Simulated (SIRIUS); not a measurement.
SiNi in SIRIUS: the effect of functional

SiNi:

```xyz
4
Lattice="2.9428 0.0000 0.0000 0.0000 3.2803 0.0000 0.0000 0.0000 4.6774" Properties=species:S:1:pos:R:3 pbc="T T T"
Ni    1.4714    1.6402    1.6020
Ni    0.0000    0.0000    3.0754
Si    1.4714    1.6402    3.9438
Si    0.0000    0.0000    0.7337
```

The cell is a database's computed one.

Alike in all runs:

```yaml
Program: SIRIUS 7.12.0
Task: single point
Potentials_or_basis: all-electron FP-LAPW
Cutoff: 213 eV
Basis: apw+lo standard
k_mesh: 4 × 4 × 3
Occupations: fermi-dirac, width 0.05 eV
Spin: collinear spin, ferromagnetic start
Starting_moments: "[1.0, 1.0, 0.0, 0.0] μB"
```

One run gave: largest force 0.22 eV/Å. Which functional did it use?
A. PBE
B. LDA
C. WC
D. revPBE
E. BLYP

B.

```tsv
functional	largest force (eV/Å)
LDA	0.22
PBEsol	0.08
WC	0.10
AM05	0.09
PBE	0.05
PW91	0.04
revPBE	0.09
RPBE	0.12
BLYP	0.14
```

Caveats: all runs use coarse meshes.
